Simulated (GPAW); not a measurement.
Runs of GPAW 26.7.0 on Na. It takes space group Im-3m (No. 229, cubic). The conventional cell has a = 4.282 Å, b = 4.282 Å, c = 4.282 Å, α = 90.00°, β = 90.00°, γ = 90.00°. Na (site symmetry m-3m) is surrounded by 8 Na at 3.71 Å. 

| task | level | potentials or basis | k mesh | cutoff (eV) | eta | response ecut | scissors | kernel | response k mesh | gap on the mesh (eV) | pressure (GPa) |
| --- | --- | --- | --- | --- | --- | --- | --- | --- | --- | --- | --- |
| single point | PBE | GPAW PAW data sets (gpaw-data 1.2.1), pw | 9 × 9 × 9 | 800 | - | - | - | - | - | none | -0.4 |
| optical spectrum | PBEsol | PAW data sets generated in the run's folder for this functional, pw | 7 × 7 × 7 | 600 | 0.1 eV | 50 eV | 0 eV | RPA | 22 × 22 × 22 | none | - |
| band structure | AM05 | PAW data sets generated in the run's folder for this functional, pw | 7 × 7 × 7 | 800 | - | - | - | - | - | - | (a) |
| band structure | PBEsol | PAW data sets generated in the run's folder for this functional, pw | 7 × 7 × 7 | 800 | - | - | - | - | - | - | -0.5 |

Alike in all rows: no spin polarisation; cell as given; smearing fermi-dirac 0.05 eV.

**Question.** Estimate the missing entries.

**Answer.** (a) -0.3.

Caveats: the intraband term hangs on this k mesh (some runs); the long-wavelength limit can be off by a per cent or two (some runs).

A k mesh can miss the band edges.

A gap of «none» marks a metal or a gap under the smearing width.

Not every run made on this cell is shown here.
